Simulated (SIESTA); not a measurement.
A run of SIESTA 5.4.2:

The input run.py:

```python
from ase import Atoms
from ase.calculators.siesta import Siesta
from ase.units import Ry, GPa
from ase.optimize import BFGS
from ase.filters import FrechetCellFilter

atoms = Atoms(
    ['Mn', 'Mn'],
    cell=[
        [2.4836457705, 0.0, 0.0],
        [-1.2418228853, 2.1509003313, 0.0],
        [0.0, 0.0, 4.026195],
    ],
    scaled_positions=[
        [0.3333333333, 0.6666666667, 0.25],
        [0.6666666667, 0.3333333333, 0.75],
    ],
    pbc=True,
)

fdf = {
    'SCFMustConverge': False,
    'DM.InitSpin': ['  1   4.000', '  2   4.000'],
    'OccupationFunction': 'FD',
    'ElectronicTemperature': '0.05 eV',
    'MaxSCFIterations': '200',
    'SCF.Mixer.Method': 'Pulay',
    'SCF.Mixer.Weight': '0.1',
    'SCF.Mixer.History': '10',
    'SCF.DM.Tolerance': '5.0e-05',
    'SCF.H.Tolerance': '1.0e-03 eV',
    'WriteForces': 'true',
    'Charge.Mulliken': 'end',
    'PAO.Basis': ['Mn.1 5', 'n=3 0 2', '  2.738 0.000', 'n=4 0 2', '  7.595 0.000', 'n=3 1 2', '  3.070 0.000', 'n=4 1 1', '  7.595', 'n=3 2 2', '  5.098 0.000'],
}
calc = Siesta(
    label="Mn",
    command="siesta < PREFIX.fdf > PREFIX.out",
    pseudo_path="pseudos",
    pseudo_qualifier="",
    xc=('GGA', 'PBEsol'),
    basis_set="DZP",
    mesh_cutoff=800 * Ry,
    energy_shift=0.003 * Ry,
    kpts=[9, 9, 5],
    spin="collinear",
    fdf_arguments=fdf,
)
atoms.calc = calc

opt = BFGS(FrechetCellFilter(atoms), trajectory="relax.traj")
converged = opt.run(fmax=0.02, steps=40)
print("converged:", converged)
print("cell (A):", atoms.cell.cellpar().round(5))
print("scaled positions:")
print(atoms.get_scaled_positions().round(6))
print(f"energy = {atoms.get_potential_energy():.6f} eV")
free = atoms.get_potential_energy(force_consistent=True)
print(f"free energy = {free:.6f} eV")
print("forces (eV/A):")
print(atoms.get_forces(apply_constraint=False).round(6))
print("stress (GPa, Voigt order, tension positive):", (atoms.get_stress() / GPa).round(4))
```

Potentials or basis: PseudoDojo 0.4 standard (PBEsol files), DZP (energy shift 0.003 Ry; two zetas on semicore shells).

Run with:

```sh
$ python run.py
```

Hardware: 1 thread of Arm Neoverse V2, on a shared host.

Task: Estimate the wall time of this run.

Result: Run time: 6.2 min on 1 thread of Arm Neoverse V2, with other jobs on the host, peak memory 0.29 GiB. Counts: scf iterations 5, k points 203, bands 46, ion steps 4.
